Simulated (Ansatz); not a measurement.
# CdS: the cost of one run

Computed with Ansatz 0.2.0 (DFT PBE, scalar-relativistic, unless a step's input says otherwise).

## 1. Starting point

Symmetry: F-43m, No. 216, cubic system. The conventional cell has a = 5.886 Å, b = 5.886 Å, c = 5.886 Å, α = 90.00°, β = 90.00°, γ = 90.00°. Around Cd (site symmetry -43m) lie 4 S at 2.55 Å. S (site symmetry -43m) is surrounded by 4 Cd at 2.55 Å.

Structure file:

```cif
data_structure
_symmetry_space_group_name_H-M 'F-43m'
_symmetry_Int_Tables_number 216
_cell_length_a 5.8859
_cell_length_b 5.8859
_cell_length_c 5.8859
_cell_angle_alpha 90.000
_cell_angle_beta 90.000
_cell_angle_gamma 90.000
_cell_volume 203.91
loop_
_atom_site_label
_atom_site_type_symbol
_atom_site_symmetry_multiplicity
_atom_site_Wyckoff_symbol
_atom_site_fract_x
_atom_site_fract_y
_atom_site_fract_z
_atom_site_occupancy
Cd1 Cd 4 a 0.00000 0.00000 0.00000 1
S1 S 4 c 0.25000 0.25000 0.25000 1
```

The file gives the conventional cell by its symmetry; the runs use the cell typed in the input.

Atoms are numbered in the order of the input: Cd1, S2.

## 2. After the deformation

Space group F-43m before, I-4m2 after.

## 3. All-electron LAPW

input.yaml reads:

```yaml
crystal:
  lattice:
    - [0.0, 2.9429534649, 3.0312420688]
    - [2.9429534649, 0.0, 3.0312420688]
    - [2.9429534649, 2.9429534649, 0.0]
  atoms:
    - { symbol: Cd, position: [0.0, 0.0, 0.0] }
    - { symbol: S, position: [0.75, 0.75, 0.75] }
kpoints:
  mp_grid: { grid: [7, 7, 7] }
  band_path:
    path:
      - [0.0, 0.0, 0.0]
      - [0.5, 0.0, 0.5]
      - [0.75, 0.25, 0.5]
      - [0.5, 0.5, 0.5]
      - [0.0, 0.0, 0.0]
      - [0.5, 0.5, 0.0]
      - [0.6321755114, 0.6321755114, 0.2643510227]
      - [0.3678244886, 0.3678244886, 0.7356489773]
      - [0.0, 0.0, 0.0]
    npoints: 5
scf:
  occupations: { method: fermi_dirac, width: 0.02 }
hamiltonian:
  xc: pbe
  pseudopotentials: { kind: all_electron, lapw: { basis_error: 0.0005 } }
output:
  forces: true
  stress: true
  eigenvalues: true
```

On the command line:

```bash
> ansatz run input.yaml --threads 1 --pin off --max-ram 3072MiB --backend cpu --events-out ev --progress --plain --runs-dir out
```

What time and memory should one allow on 1 thread of Intel Xeon Platinum 8488C (Sapphire Rapids), shared host?

About 14 s, with a peak of 0.33 GiB.
